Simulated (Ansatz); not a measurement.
# TiSe (P6_3/mmc): electronic heat capacity from the density of states

Method: DFT r2SCAN, scalar-relativistic, plane waves, PAW in Ansatz.

Cutoff 500 eV; k points 15×15×8 on the computed 4-atom cell (Γ-centred); Gaussian smearing, width 0.10 eV; collinear spin from starting moments 0.86 0.86 0 0 μB.

Relaxed cell: P6_3/mmc, a = 3.585 Å, b = 3.585 Å, c = 6.453 Å, α = 90.00°, β = 90.00°, γ = 120.00°, 4 atoms in the primitive cell. Whether it is the stable form of this composition wasn't checked.

The density of states at the Fermi level is 2.958 states/eV in the cell of 4 atoms (2 formula units; both spins, tetrahedra on a 23×23×12 mesh). The run ends with a moment of 1.99 μB a cell (largest on a site 0.79 μB), and the figure is for this state; a paramagnetic sample can have a quite different one. Another magnetic order, if the compound takes it, can change N(E_F) and the shape of the cell a good deal, and may open a gap, where γ is close to zero.

**Question.** What Sommerfeld coefficient does this give?

**Answer.** Per formula unit N(E_F) = 1.479 states/eV. γ = (π²/3) k_B² N(E_F) N_A = 2.357 mJ/(mol K²) per state/eV, so γ = 3.5 mJ/(mol K²), a mole of formula units. This is the bare band result: a measured γ of the same phase and magnetic order is as a rule larger by a factor 1 + λ from phonons and spin fluctuations. N(E_F) at one energy is sensitive to the mesh where the density of states has sharp peaks.

The state reached may not be the lowest one.

Only this magnetic start was tried.

Cost: 1 run of about 1.7 core-minutes, on Intel Xeon 6975P-C (Granite Rapids) (shared hosts).